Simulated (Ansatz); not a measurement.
Results of r²SCAN+rVV10 (Ansatz, a program for electronic structure, plane waves, PAW) for chalcopyrite CuInS2.

Run with plane-wave cutoff 560 eV, 10×10×10 k mesh, Fermi–Dirac smearing 0.01 eV, no spin polarisation, scalar-relativistic PAW data made under PBE.

Cell (relaxed at this level):

```cif
data_Cu2In2S4
_chemical_formula_sum 'In2 Cu2 S4'
_space_group_name_H-M_alt 'P 1'
_space_group_IT_number 1
_cell_length_a 6.76950
_cell_length_b 6.76950
_cell_length_c 6.76950
_cell_angle_alpha 132.081
_cell_angle_beta 132.081
_cell_angle_gamma 70.101
loop_
_space_group_symop_operation_xyz
  'x, y, z'
loop_
_atom_site_label
_atom_site_type_symbol
_atom_site_fract_x
_atom_site_fract_y
_atom_site_fract_z
_atom_site_occupancy
In1 In 0.50000 0.50000 0.00000 1
In2 In 0.25000 0.75000 0.50000 1
Cu1 Cu 0.00000 0.00000 0.00000 1
Cu2 Cu 0.75000 0.25000 0.50000 1
S1 S 0.87500 0.90428 0.52928 1
S2 S 0.09572 0.62500 0.97072 1
S3 S 0.37500 0.34572 0.47072 1
S4 S 0.65428 0.12500 0.02928 1
```

Problem. Predict the bulk modulus, band gap and pressure derivative B′ of the bulk modulus.

Solution. 
bulk modulus: 77.1 GPa
band gap: 0.36 eV
pressure derivative B′ of the bulk modulus: 4.8

Measured, for comparison: band gap 1.55 eV (temperature not stated, not corrected to a static lattice, direct or pseudo-direct at Γ; as tabulated in Ghosh et al. (2024), arXiv:2401.16805).

Note: the bulk modulus comes from volumes at which shape and atoms were relaxed.

Spin–orbit coupling is not included.
